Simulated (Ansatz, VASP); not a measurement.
Given: the input of a run of VASP 6.6.1 on CoO. 

INCAR

```
PREC     = Accurate       # precision mode
ENCUT    = 500            # plane-wave cutoff, eV
EDIFF    = 1E-7           # SCF threshold, eV
ISMEAR   = 0              # smearing method
SIGMA    = 0.05           # smearing width, eV
LREAL    = False          # projectors in reciprocal space
LASPH    = True           # aspherical terms in the spheres
NELM     = 120            # most SCF steps
ALGO     = Normal         # electronic algorithm
ISIF     = 2              # what is computed and relaxed
LWAVE    = False          # write WAVECAR
LCHARG   = False          # write CHGCAR
ISPIN    = 2              # spin polarisation
MAGMOM   = 2 0            # initial moments
LORBIT   = 11             # projections on sites
LMAXMIX  = 4              # l up to which the mixer works
GGA      = PE             # functional
NBANDS   = 18             # bands
```

Contents of KPOINTS:

```
regular mesh
0
Gamma
  11 11 11
```

Contents of POSCAR:

```
CoO
3.0144
    0.000000000000      0.707105891720      0.707105891720
    0.707105891720      0.000000000000      0.707105891720
    0.707105891720      0.707105891720      0.000000000000
Co O
1 1
Direct
    0.0000000000      0.0000000000      0.0000000000
    0.5000000000      0.5000000000      0.5000000000
```

Potentials or basis: VASP PAW PBE potentials, release 64 (Co, O).

Launch:

```bash
$ cat potpaw_PBE.64/Co/POTCAR potpaw_PBE.64/O/POTCAR > POTCAR
$ mpirun -np 1 vasp_std > vasp.out
```

What does the same run look like in Ansatz 0.2.0? Potentials or basis there: all-electron LAPW, scalar-relativistic.

As run (cutoffs and basis follow the program's own potentials, and thresholds, step limits or extra output files can differ):

input.yaml

```yaml
crystal:
  lattice:
    - [0.0, 2.1315, 2.1315]
    - [2.1315, 0.0, 2.1315]
    - [2.1315, 2.1315, 0.0]
  atoms:
    - { symbol: Co, position: [0.0, 0.0, 0.0], spin: 2.0 }
    - { symbol: O, position: [0.5, 0.5, 0.5] }
kpoints:
  mp_grid: { grid: [11, 11, 11] }
scf:
  occupations: { method: gaussian, width: 0.05 }
hamiltonian:
  xc: pbe
  pseudopotentials: { kind: all_electron, lapw: { basis_error: 0.001 } }
magnetization:
  spin_polarized: true
output:
  forces: true
  stress: true
  eigenvalues: true
```

Potentials or basis: all-electron LAPW, scalar-relativistic.

The run is started by

```bash
$ ansatz run input.yaml --threads 2 --pin off --max-ram 6144MiB --backend cpu --events-out ev --progress --plain --runs-dir out
```

Both were run:

|  | VASP | Ansatz |
| --- | --- | --- |
| Pressure | -2.5 GPa | -1.8 GPa |
| Net moment | 2.92 μB per cell | 2.96 μB per cell |

Where Ansatz's input types no cutoff or centring, it takes its own default and a Γ-centred mesh.

The magnetic state is the one that the start led to; the real crystal's order can differ.

Pressure is positive in compression.
